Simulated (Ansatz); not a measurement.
**A Cd vacancy in wurtzite CdS, 95 atoms, charge +1**

All numbers come from Ansatz (PAW, plane waves, no spin–orbit coupling) at the single k point (¼, ¼, ¼) without its symmetry partners. The atoms were relaxed with PBEsol in a fixed cell; other functionals are single points on those atoms unless said otherwise. The valence top and gap of the host come from its small cell on a dense mesh, with the band extrema sought between the mesh points, lined up by the mean potential, PBEsol gap 1.09 eV, r²SCAN gap 1.70 eV. The charge correction uses an assumed dielectric constant of 9.0.

Cell: a = 12.371 Å, b = 14.284 Å, c = 13.421 Å, α = 90.00°, β = 90.00°, γ = 90.00°.

Nearest atoms after relaxation, from the placed atom (for vacancies from the middle of the vacant sites): S at 2.34 Å, S at 2.36 Å, S at 2.36 Å, S at 2.39 Å.

Chemical potentials μ are those of reference phases of the elements at zero temperature by the same functional (the usual solids, diamond for C, grey Sn, and the molecules H2, N2, O2, F2, Cl2, Br2 and S8).

```csv
functional,E(defect) − E(host) − Σ nμ + q·E_VBM (eV),monopole (eV),alignment (eV),formation energy at E_F = VBM (eV),moment (μB),"wall time, shared host"
PBEsol,4.45,0.17,-0.20,4.42,1.0,11 s on NVIDIA GB200 (relaxation)
```

Question: Estimate the formation energy and moment that r²SCAN gives on these atoms.

Answer: 4.81 eV at E_F = VBM (4.84 eV before the monopole term 0.17 eV and the alignment -0.20 eV), moment 1.2 μB.

r²SCAN one-electron levels near the gap (the ten most localised at most), from the host's valence top, not corrected for the charge's images:

| level (eV) | spin | filling | atoms sharing it | element of the atom with most weight |
| --- | --- | --- | --- | --- |
| -0.30 | down | 1.00 | 48.3 | spread |
| -0.26 | down | 1.00 | 41.1 | spread |
| -0.19 | up | 1.00 | 61.8 | spread |
| -0.15 | down | 0.88 | 9.0 | S |
| -0.11 | up | 0.12 | 65.3 | spread |
| -0.04 | down | 0.00 | 18.4 | S |
| -0.01 | down | 0.00 | 16.2 | S |

The charge sits partly or wholly in a band of the host, at the cell's one k point and not at the band edge, so the formation energy is too high and the charge correction doesn't apply as it stands.

All elements are taken at their own reference at once; growth conditions in equilibrium with the host shift these energies, by up to the host's formation enthalpy.

One k point and a cell of this size can leave errors of several tenths of an eV in such numbers.
